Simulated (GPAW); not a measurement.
# C (P6_3/mmc) in GPAW: a series of runs

One crystal, C, is run at these levels: r2SCAN, PBE; tasks: electron localisation function, single point.

The COD entry that gives the cell may itself be a prediction, so a difference from it is no test against experiment.

Everything below comes from runs of GPAW 26.7.0. Logs are shortened: lines on timing, memory, paths and dates and some standing lists are left out, and cuts for length are marked. The log counts tension as positive stress, the text compression.

### 1 The crystal as given

The structure is hexagonal, space group P6_3/mmc (No. 194). Conventional cell: a = 2.522 Å, b = 2.522 Å, c = 8.237 Å, α = 90.00°, β = 90.00°, γ = 120.00°. C (site symmetry 3m) has 4 C at 1.54 Å as nearest neighbours. C (site symmetry 3m) is surrounded by 4 C at 1.54 Å.

This is a hexagonal form of diamond, not graphite.

### 2 Electron localisation function, r2SCAN

Input file run.py:

```python
from ase.dft.bandgap import bandgap
from ase.io import read, write
from ase.units import Bohr, GPa
from gpaw import GPAW, PW
from gpaw.elf import elf_from_dft_calculation

atoms = read('C.xyz')

calc = GPAW(mode=PW(800),
            xc='MGGA_X_R2SCAN+MGGA_C_R2SCAN',
            kpts={'size': (12, 12, 4), 'gamma': True},
            occupations={'name': 'fermi-dirac', 'width': 0.05},
            nbands=32,
            convergence={'density': 1e-05, 'energy': 1e-05},
            mixer={'backend': 'msr1', 'beta': 0.15},
            maxiter=150,
            txt='gpaw.txt')
atoms.calc = calc
energy = atoms.get_potential_energy()
forces = atoms.get_forces()
stress = atoms.get_stress()
calc.write('gs.gpw')
write('result.traj', atoms)
print(f'Energy: {energy:.6f} eV')
print('Forces (eV/A):')
print(forces.round(4))
print('Stress (GPa):', (stress / GPa).round(3))
print('Fermi level:', round(calc.get_fermi_level(), 4), 'eV')
print(f'Gap: {bandgap(calc)[0]:.4f} eV, direct: {bandgap(calc, direct=True)[0]:.4f} eV')

# fields on the real-space grid
write('density.cube', atoms, data=calc.get_pseudo_density() * Bohr**3)
write('potential.cube', atoms, data=calc.get_electrostatic_potential())
write('elf.cube', atoms, data=elf_from_dft_calculation(calc).data)
```

Input file C.xyz:

```xyz
8
Lattice="2.5221000000 0.0000000000 0.0000000000 -1.2610500000 2.1842026709 0.0000000000 0.0000000000 0.0000000000 8.2371000000" Properties=species:S:1:pos:R:3 pbc="T T T"
C      1.2610500001      0.7280675569      6.9500531250
C     -0.0000000001      1.4561351140      2.8315031250
C      1.2610500001      0.7280675569      5.4055968750
C     -0.0000000001      1.4561351140      1.2870468750
C      0.0000000000      0.0000000000      7.4648718750
C      0.0000000000      0.0000000000      3.3463218750
C      0.0000000000      0.0000000000      4.8907781250
C      0.0000000000      0.0000000000      0.7722281250
```

Potentials or basis: GPAW PAW data sets (gpaw-data 1.2.1), pw.

Command:

```console
OMP_NUM_THREADS=1 python run.py
```

gpaw.txt:

```text
__  _  _
 | _ |_)|_||  |
 |__||  | ||/\| - 26.7.0

Input parameters:
  mode=PW(ecut=800.0),
  convergence={'density': 1e-05, 'energy': 1e-05},
  kpts=MonkhorstPack(size=(12, 12, 4), gamma=True),
  maxiter=150,
  mixer=MSR1(name='msr1', nmaxold=10, beta=0.15, reg=0.005, gb_scale=1.0, max_A=0.75, trust_scale=1.0, soft_lim=4.0, hard_lim=6.0, weight=20.0, sigma=0.015, g_ss=None),
  nbands=32,
  occupations=Occupations(name='fermi-dirac', width=0.05),
  xc=XC(name='MGGA_X_R2SCAN+MGGA_C_R2SCAN')

Diagonalizing LCAO Hamiltonian
Converting LCAO to pw mode

       C
           C
           C
       C

       CC

        C
       C

Atoms  # Å, Bohr magnetons
|   | symbol |         x |        y |        z |    initial magnetic moments |
|---|--------|-----------|----------|----------|-----------------------------|
| 0 |      C |  1.261050 | 0.728068 | 6.950053 | ( 0.0000,  0.0000,  0.0000) |
| 1 |      C | -0.000000 | 1.456135 | 2.831503 | ( 0.0000,  0.0000,  0.0000) |
| 2 |      C |  1.261050 | 0.728068 | 5.405597 | ( 0.0000,  0.0000,  0.0000) |
| 3 |      C | -0.000000 | 1.456135 | 1.287047 | ( 0.0000,  0.0000,  0.0000) |
| 4 |      C |  0.000000 | 0.000000 | 7.464872 | ( 0.0000,  0.0000,  0.0000) |
| 5 |      C |  0.000000 | 0.000000 | 3.346322 | ( 0.0000,  0.0000,  0.0000) |
| 6 |      C |  0.000000 | 0.000000 | 4.890778 | ( 0.0000,  0.0000,  0.0000) |
| 7 |      C |  0.000000 | 0.000000 | 0.772228 | ( 0.0000,  0.0000,  0.0000) |

Unit cell  # Å
| periodic |         x |        y |        z |  lengths |     angles |
|----------|-----------|----------|----------|----------|------------|
|      yes |  2.522100 | 0.000000 | 0.000000 | 2.522100 |  90.000000 |
|      yes | -1.261050 | 2.184203 | 0.000000 | 2.522100 |  90.000000 |
|      yes |  0.000000 | 0.000000 | 8.237100 | 8.237100 | 120.000000 |

Number of symmetries: 12
Symmetry operations  # r_c * U_cc + t_c -> r_c
|    | kind |            matrix            |
|----|------|------------------------------|
|  0 |  σ   |  1, 1, 0,  0,-1, 0,  0, 0, 1 |
|  1 |  S6  |  1, 1, 0, -1, 0, 0,  0, 0,-1 |
|  2 |  E   |  1, 0, 0,  0, 1, 0,  0, 0, 1 |
|  3 |  C2  |  1, 0, 0, -1,-1, 0,  0, 0,-1 |
|  4 |  C2  |  0, 1, 0,  1, 0, 0,  0, 0,-1 |
|  5 |  C3  |  0, 1, 0, -1,-1, 0,  0, 0, 1 |
|  6 |  S6  |  0,-1, 0,  1, 1, 0,  0, 0,-1 |
|  7 |  σ   |  0,-1, 0, -1, 0, 0,  0, 0, 1 |
|  8 |  σ   | -1, 0, 0,  1, 1, 0,  0, 0, 1 |
|  9 |  i   | -1, 0, 0,  0,-1, 0,  0, 0,-1 |
| 10 |  C3  | -1,-1, 0,  1, 0, 0,  0, 0, 1 |
| 11 |  C2  | -1,-1, 0,  0, 1, 0,  0, 0,-1 |

BZ-sampling:
  Number of BZ points: 576
  Number of IBZ points: 69

  Monkhorst-Pack size: [12, 12, 4]
  Monkhorst-Pack shift: [0.041666666666666664, 0.041666666666666664, 0.125]

K-points  # in reciprocal-cell coordinates
|     |                                coordinates |     weight |
|-----|--------------------------------------------|------------|
|   0 | ( -0.00000000,  -0.00000000,   0.00000000) | 0.00173611 |
|   1 | ( -0.00000000,  -0.00000000,   0.25000000) | 0.00347222 |
|   2 | ( -0.00000000,  -0.00000000,   0.50000000) | 0.00173611 |
|   3 | (  0.08333333,  -0.00000000,  -0.25000000) | 0.01041667 |
|   4 | (  0.08333333,  -0.00000000,   0.00000000) | 0.01041667 |
|   5 | (  0.08333333,  -0.00000000,   0.25000000) | 0.01041667 |
|   6 | (  0.08333333,  -0.00000000,   0.50000000) | 0.01041667 |
|   7 | (  0.16666667,  -0.08333333,   0.00000000) | 0.01041667 |
|   8 | (  0.16666667,  -0.08333333,   0.25000000) | 0.02083333 |
|   9 | (  0.16666667,  -0.08333333,   0.50000000) | 0.01041667 |
| ... |                                            |            |
|  68 | (  0.50000000,   0.50000000,   0.50000000) | 0.00520833 |

Plane wave coefficients: 2353
Cutoff: 800.0 eV

Spin-components: 1 (collinear spins)
Bands:           32
Projectors:      40
Spin-degeneracy: 2
Datatype:        complex128

Parallelization:
  kpt:    1
  domain: 1
  band:   1

Density:
  Valence electrons: 32.0
  Components: 1
  Grid points: [18 18 54]
  Charge: 0.0  # |e|

Potential:
  Grid points: [18 18 54]

species:
  C:
    name:    Carbon
    Z:       6.0
    valence: 4
    core:    2
    charge:  0.0  # [|e|]
    compensation charges:
      type: gauss
      rc: 0.20  # [Å]
      lmax: 2
    cutoffs:
      filter: 1.14  # [Å]
      core: 1.14  # [Å]
    projectors
    | kind |    occ | energy [eV] | rcut [Å] |
    |------|--------|-------------|----------|
    |   2s |  2.000 |     -13.751 |    0.635 |
    |   2p |  2.000 |      -5.284 |    0.635 |
    |    s |        |      13.461 |    0.635 |
    |    p |        |      21.927 |    0.635 |
    |    d |        |       0.000 |    0.635 |

    Using partial waves for C as LCAO basis

Reference energy: -8221.024924  # eV

eigensolver:
  PPCG
  Converge bands: occupied
  niter=2

density mixing:
  MSR1-Mixer
  Pratt-step length: 0.15
  Maximum mixing coefficient: 0.75
  Old densities: 10
  SVD Regularization: 0.005
  Good broyden scale: 1.0
  Trust region scale: 1.0
  Backstep threshold: 4.0
  History deletion threshold: 6.0
  Fourier metric: weight=20.0, sigma=0.015

occupation numbers:
  Fermi-Dirac:
    width: 0.0500  # eV

poisson solver:
  ecut: 6400.0  # eV

xc functional:
  name: MGGA_X_R2SCAN+MGGA_C_R2SCAN with 2 nearest neighbor stencil

convergence criteria:
- Maximum integral of absolute [dens]ity change: 1e-05 electrons / valence electron
- Maximum [total energy] change in last 3 cyles: 1e-05 eV / valence electron
- Maximum integral of absolute [eigenst]ate change: 4e-08 eV^2 / valence electron
maximum number of iterations: 150

SCF iterations
|iter     | |      energy | eigst |  dens |
|---------|-|-------------|-------|-------|
|iter:   1| |  -86.709980 | +0.11 |       |
|iter:   2| |  -79.340789 | -1.37 | -0.83 |
|iter:   3| |  -78.620304 | -1.36 | -0.90 |
|iter:   4| |  -78.637315 | -3.20 | -1.70 |
|iter:   5| |  -78.639206 | -4.42 | -2.22 |
|iter:   6| |  -78.639213 | -6.19 | -3.62 |
|iter:   7| |  -78.639213c| -7.26 | -4.05 |
|iter:   8| |  -78.639213c| -7.96c| -4.33 |
|iter:   9| |  -78.639213c| -8.89c| -5.68c|

Converged in 9 steps
Energy contributions relative to reference atoms: (reference = -8221.024924)

Energy contributions:
  Kinetic:          58.369817
  Coulomb:         -54.785899
  Zero:              0.127067
  External:          0.000000
  Xc:              -82.350198
  Entropy:          -0.000000
  Spinorbit:         0.000000
  ----------------------------
  Free energy:     -78.639213
  Extrapolated:    -78.639213

dipole moment: (-9.990190, -17.303516, 0.000015)  # |e|*Ang

Fermi level: 13.096
Eigenvalues  # (at kpt = [-0.000, -0.000, 0.000])
| band index |      eig [eV] | occ [0-2] |
|------------|---------------|-----------|
|          0 |       -10.656 |     2.000 |
|        ... |               |           |
|          8 |         8.960 |     2.000 |
|          9 |        10.092 |     2.000 |
|         10 |        10.092 |     2.000 |
|         11 |        10.332 |     2.000 |
|         12 |        10.332 |     2.000 |
|         13 |        11.944 |     2.000 |
[... 8 lines left out ...]
|         22 |        20.548 |     0.000 |
|         23 |        20.548 |     0.000 |
|        ... |               |           |
|         31 |        30.399 |     0.000 |

Gap: 4.637 eV
Transition (v -> c):
  (s=0, k=0, n=15, [-0.00, -0.00, 0.00]) -> (s=0, k=45, n=16, [0.42, -0.00, 0.00])
Direct/indirect transitions are different
Direct gap: 5.439 eV
Transition at: (s=0, k=0, n=15, [-0.00, -0.00, 0.00])

Forces  # eV/Ang
|        x |        y |        z |
|----------|----------|----------|
| -0.00000 | -0.00000 |  0.33006 |  # C    0
|  0.00000 | -0.00000 |  0.33006 |  # C    1
| -0.00000 |  0.00000 | -0.33006 |  # C    2
|  0.00000 |  0.00000 | -0.33006 |  # C    3
|  0.00000 | -0.00000 |  0.36141 |  # C    4
| -0.00000 | -0.00000 |  0.36141 |  # C    5
|  0.00000 |  0.00000 | -0.36141 |  # C    6
| -0.00000 |  0.00000 | -0.36141 |  # C    7

Stress tensor  # eV/Ang^3
|        x |        y |         z |
|----------|----------|-----------|
| 0.043281 | 0.000000 |  0.000000 |
| 0.000000 | 0.043281 |  0.000000 |
| 0.000000 | 0.000000 | -0.038622 |

# Writing to gs.gpw (mode='')
```

Wall time 5.1 min (1 thread of Arm Neoverse V1, shared host); peak memory 0.3 GiB.

What came out:

* Free energy: -78.6392 eV
* Pressure: -2.6 GPa
* Largest force: 0.361 eV/Å
* Band gap on the k mesh: 4.64 eV, indirect (least direct gap 5.44 eV)

Forces in eV/Å, atoms in the order of the input:
```
C    0.000  0.000  0.330
C    0.000  0.000  0.330
C    0.000  0.000 -0.330
C    0.000  0.000 -0.330
C    0.000  0.000  0.361
C    0.000  0.000  0.361
C    0.000  0.000 -0.361
C    0.000  0.000 -0.361
```

Stress tensor (GPa, compression positive):
```
-6.93  0.00  0.00
 0.00 -6.93  0.00
 0.00  0.00  6.19
```

Caveat: the PAW data sets were made with another functional, which shifts forces and pressure a little. r2SCAN opens gaps a little over a GGA but as a rule still falls short of measured ones.

### 3 Single point, PBE

Input file run.py:

```python
from ase.dft.bandgap import bandgap
from ase.io import write
from ase.spacegroup import crystal
from ase.units import GPa
from gpaw import GPAW, PW

# C 4f
# C 4e
atoms = crystal(['C', 'C'],
                basis=[[0.6666666667, 0.3333333333, 0.84375],
                       [0.0, 0.0, 0.90625]],
                spacegroup=194, setting=1,  # P6_3/mmc
                cellpar=[2.5221, 2.5221, 8.2371, 90.0, 90.0, 120.0],
                primitive_cell=True)

calc = GPAW(mode=PW(300),
            xc='PBE',
            kpts={'size': (7, 7, 2), 'gamma': True},
            occupations={'name': 'fermi-dirac', 'width': 0.05},
            nbands=32,
            convergence={'density': 1e-05, 'energy': 1e-05},
            maxiter=80,
            txt='gpaw.txt')
atoms.calc = calc
energy = atoms.get_potential_energy()
forces = atoms.get_forces()
stress = atoms.get_stress()
calc.write('gs.gpw')
write('result.traj', atoms)
print(f'Energy: {energy:.6f} eV')
print('Forces (eV/A):')
print(forces.round(4))
print('Stress (GPa):', (stress / GPa).round(3))
print('Fermi level:', round(calc.get_fermi_level(), 4), 'eV')
print(f'Gap: {bandgap(calc)[0]:.4f} eV, direct: {bandgap(calc, direct=True)[0]:.4f} eV')
```

Potentials or basis: GPAW PAW data sets (gpaw-data 1.2.1), pw.

Command:

```console
OMP_NUM_THREADS=1 python run.py
```

gpaw.txt:

```text
__  _  _
 | _ |_)|_||  |
 |__||  | ||/\| - 26.7.0

Input parameters:
  mode=PW(ecut=300.0),
  convergence={'density': 1e-05, 'energy': 1e-05},
  kpts=MonkhorstPack(size=(7, 7, 2), gamma=True),
  maxiter=80,
  nbands=32,
  occupations=Occupations(name='fermi-dirac', width=0.05),
  xc=XC(name='PBE')

Diagonalizing LCAO Hamiltonian
Converting LCAO to pw mode

       C
           C
           C
       C

       CC

        C
       C

Atoms  # Å, Bohr magnetons
|   | symbol |         x |        y |        z |    initial magnetic moments |
|---|--------|-----------|----------|----------|-----------------------------|
| 0 |      C |  1.261050 | 0.728068 | 6.950053 | ( 0.0000,  0.0000,  0.0000) |
| 1 |      C | -0.000000 | 1.456135 | 2.831503 | ( 0.0000,  0.0000,  0.0000) |
| 2 |      C | -0.000000 | 1.456135 | 1.287047 | ( 0.0000,  0.0000,  0.0000) |
| 3 |      C |  1.261050 | 0.728068 | 5.405597 | ( 0.0000,  0.0000,  0.0000) |
| 4 |      C |  0.000000 | 0.000000 | 7.464872 | ( 0.0000,  0.0000,  0.0000) |
| 5 |      C |  0.000000 | 0.000000 | 3.346322 | ( 0.0000,  0.0000,  0.0000) |
| 6 |      C |  0.000000 | 0.000000 | 0.772228 | ( 0.0000,  0.0000,  0.0000) |
| 7 |      C |  0.000000 | 0.000000 | 4.890778 | ( 0.0000,  0.0000,  0.0000) |

Unit cell  # Å
| periodic |         x |        y |        z |  lengths |     angles |
|----------|-----------|----------|----------|----------|------------|
|      yes |  2.522100 | 0.000000 | 0.000000 | 2.522100 |  90.000000 |
|      yes | -1.261050 | 2.184203 | 0.000000 | 2.522100 |  90.000000 |
|      yes |  0.000000 | 0.000000 | 8.237100 | 8.237100 | 120.000000 |

Number of symmetries: 12
Symmetry operations  # r_c * U_cc + t_c -> r_c
[... 127 lines left out ...]
|iter:   4| |  -68.182038 | -2.80 | -1.50 |
|iter:   5| |  -68.183292 | -4.92 | -2.29 |
|iter:   6| |  -68.183294 | -5.91 | -3.30 |
|iter:   7| |  -68.183286c| -6.75 | -3.66 |
|iter:   8| |  -68.183287c| -8.37c| -4.17 |
|iter:   9| |  -68.183287c| -8.08c| -4.96 |
|iter:  10| |  -68.183287c| -8.87c| -5.35c|

Converged in 10 steps
Energy contributions relative to reference atoms: (reference = -8221.024924)

Energy contributions:
  Kinetic:          46.649034
  Coulomb:         -40.365905
  Zero:              0.511562
  External:          0.000000
  Xc:              -74.977978
  Entropy:          -0.000000
  Spinorbit:         0.000000
  ----------------------------
  Free energy:     -68.183287
  Extrapolated:    -68.183287

dipole moment: (-10.031462, -17.375002, 0.000015)  # |e|*Ang

Fermi level: 14.146
Eigenvalues  # (at kpt = [0.000, 0.000, 0.000])
| band index |      eig [eV] | occ [0-2] |
|------------|---------------|-----------|
|          0 |        -9.457 |     2.000 |
|        ... |               |           |
|          8 |         9.295 |     2.000 |
|          9 |        10.407 |     2.000 |
|         10 |        10.408 |     2.000 |
|         11 |        10.571 |     2.000 |
|         12 |        10.571 |     2.000 |
|         13 |        12.160 |     2.000 |
[... 8 lines left out ...]
|         22 |        20.384 |     0.000 |
|         23 |        20.443 |     0.000 |
|        ... |               |           |
|         31 |        29.915 |     0.000 |

Gap: 4.262 eV
Transition (v -> c):
  (s=0, k=0, n=15, [0.00, 0.00, 0.00]) -> (s=0, k=10, n=16, [0.43, 0.00, 0.00])
Direct/indirect transitions are different
Direct gap: 5.305 eV
Transition at: (s=0, k=0, n=15, [0.00, 0.00, 0.00])

Forces  # eV/Ang
|        x |        y |        z |
|----------|----------|----------|
|  0.00000 | -0.00000 |  0.32210 |  # C    0
| -0.00000 |  0.00000 |  0.33031 |  # C    1
|  0.00000 |  0.00000 | -0.32210 |  # C    2
|  0.00000 | -0.00000 | -0.33031 |  # C    3
| -0.00000 |  0.00000 |  0.29943 |  # C    4
|  0.00000 | -0.00000 |  0.28496 |  # C    5
|  0.00000 | -0.00000 | -0.29943 |  # C    6
|  0.00000 |  0.00000 | -0.28496 |  # C    7

Stress tensor  # eV/Ang^3
|         x |         y |        z |
|-----------|-----------|----------|
|  0.341243 | -0.000000 | 0.000000 |
| -0.000000 |  0.341243 | 0.000000 |
|  0.000000 |  0.000000 | 0.261433 |

# Writing to gs.gpw (mode='')
```

Run time: 9 s. Hardware: 1 thread of Arm Neoverse V2, shared host; peak memory 0.14 GiB.

These settings aren't checked as converged: the numbers below hold their error.

What came out:

```yaml
Free_energy: -68.1833 eV
Pressure: -50.4 GPa
Largest_force: 0.330 eV/Å
Band_gap_on_the_k_mesh: 4.26 eV, indirect (least direct gap 5.31 eV)
```

Caveat: the k mesh is coarse; the cutoff is short for stress and forces, so pressures can be off by a GPa or more; a pressure of tens of GPa on the cell as given is suspect, and the run, the potentials or the cell itself is likely at fault; an odd mesh through Γ misses points on the zone boundary, where band edges often lie.
